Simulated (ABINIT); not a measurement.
The system is BeTe.

```
Te Be
1.0
     0.00000    2.77000    2.77000
     2.77000    0.00000    2.77000
     2.77000    2.77000    0.00000
Te Be
1 1
Direct
  0.75000 0.75000 0.75000
  0.00000 0.00000 0.00000
```

Program: ABINIT 10.8.3 (patched build). Alike in all runs: potentials or basis JTH PAW PBE v2.0; cell as given; smearing fermi-dirac 0.05 eV.

Task: Order these runs on this cell by their band gap on the k mesh, lowest first.
A. level PBE; spin off; k mesh 3 × 3 × 3; cutoff (eV) 408; fine-grid cutoff 816.342 eV; mesh quality coarse
B. level BP86; spin off; k mesh 8 × 8 × 8; cutoff (eV) 517; fine-grid cutoff 1034.03 eV; mesh quality not flagged
C. level HCTH407; spin off; k mesh 8 × 8 × 8; cutoff (eV) 408; fine-grid cutoff 816.342 eV; mesh quality not flagged
D. level PW91; spin SOC, no magnetisation; k mesh 8 × 8 × 8; cutoff (eV) 517; fine-grid cutoff 1034.03 eV; mesh quality not flagged

Result: D (1.57 eV), B (1.93 eV), A (2.15 eV), C (2.34 eV).

Caveats: some runs use coarse meshes; spin-orbit coupling is left out, which moves the levels of the heavy elements (some runs); an odd mesh through Γ misses points on the zone boundary, where band edges often lie (some runs).

A k mesh can miss the band edges, odd and even meshes differently.
